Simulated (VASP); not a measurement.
# CdS: G0W0 on PBE, by tags set and frequency points

CdS, P3m1 (no. 156), 2 atoms in the cell. PBE, GW; PAW potentials Cd_GW, S_GW (PBE set).

| Tags set | Frequency points | Quasiparticle gap on the mesh (eV) | Gap of the starting point on the mesh (eV) | Quasiparticle gap at the zone centre (eV) | Starting gap at the zone centre (eV) | Correction of the gap between the band edges on the mesh (eV) | Time (s) |
|---|---|---|---|---|---|---|---|
| NOMEGA = 48, OMEGAMAX left out | 48 | 2.51 | 1.42 | 2.51 | 1.42 | 1.09 | 22 |
| NOMEGA = 48, OMEGAMAX = 30 | 48 | 2.76 | 1.42 | 2.76 | 1.42 | 1.34 | 22 |
| NOMEGA = 96, OMEGAMAX left out | 96 | 2.49 | 1.42 | 2.49 | 1.42 | 1.07 | 22 |
| NOMEGA = 96, OMEGAMAX = 30 | 96 | 2.57 | 1.42 | 2.57 | 1.42 | 1.15 | 23 |
| NOMEGA = 96, OMEGAMAX = 20 | 96 | 2.51 | 1.42 | 2.52 | 1.42 | 1.09 | 23 |
| NOMEGA = 96, OMEGAMAX = 60 | 96 | 2.76 | 1.42 | 2.77 | 1.42 | 1.35 | 23 |
| NOMEGA = 200, OMEGAMAX left out | 200 | 2.48 | 1.42 | 2.49 | 1.42 | 1.06 | 25 |
| NOMEGA = 200, OMEGAMAX = 30 | 200 | 2.49 | 1.42 | 2.49 | 1.42 | 1.07 | 26 |

Limits: the mesh is coarse: neither the gap nor the screening is converged.

## Input of the first row

INCAR.step1:
```
SYSTEM = CdS
PREC     = Accurate       ! precision mode
ENCUT    = 300            ! plane-wave cutoff, eV
ISMEAR   = 0              ! smearing method
SIGMA    = 0.05           ! smearing width, eV
LASPH    = .True.         ! aspherical terms in the spheres
LREAL    = .False.        ! projectors in reciprocal space
GGA      = PE             ! functional
ALGO     = Normal         ! electronic algorithm
EDIFF    = 1E-8           ! SCF threshold, eV
NELM     = 150            ! most SCF steps
LWAVE    = .True.         ! write WAVECAR
LCHARG   = .False.        ! write CHGCAR
KPAR     = 2             
```

INCAR.step2, as INCAR.step1 but for:
```
- ALGO = Normal
- NELM = 150
+ ALGO = Exact
+ NELM = 1
+ ISTART = 1
+ NBANDS = 216
+ LOPTICS = .True.
```

INCAR.step3, as INCAR.step2 but for:
```
- ALGO = Exact
- NELM = 1
- EDIFF = 1E-8
- LWAVE = .True.
- LOPTICS = .True.
+ ALGO = EVGW0
+ NBANDSGW = 13
+ ENCUTGW = 100
+ NOMEGA = 48
+ PRECFOCK = Fast
+ LWAVE = .False.
+ NELMGW = 1
```

KPOINTS:
```
k-points
0
Gamma
  3 3 2
```

POSCAR:
```
CdS
1.0
    4.2611695877      0.0000000000      0.0000000000
   -2.1305847939      3.6902811128      0.0000000000
    0.0000000000      0.0000000000      5.8041729400
Cd S
1 1
Direct
    0.0000000000      0.0000000000      0.4426919200
    0.6666666667      0.3333333333      0.4343080800
```

Commands (each step's output is kept before the next begins):
```
cat potpaw_PBE.64/Cd_GW/POTCAR potpaw_PBE.64/S_GW/POTCAR > POTCAR
cp INCAR.step1 INCAR
mpirun -np 4 vasp_std > vasp.out
cp INCAR.step2 INCAR
mpirun -np 4 vasp_std > vasp.out
cp INCAR.step3 INCAR
mpirun -np 4 vasp_std > vasp.out
```

Changes of the last row against the first:
```
(step 3)
- NOMEGA = 48
+ NOMEGA = 200
+ OMEGAMAX = 30
```

VASP 6.6.1 took 22 s on 4 cores (Intel Xeon 6975P-C (Granite Rapids)), a shared host.
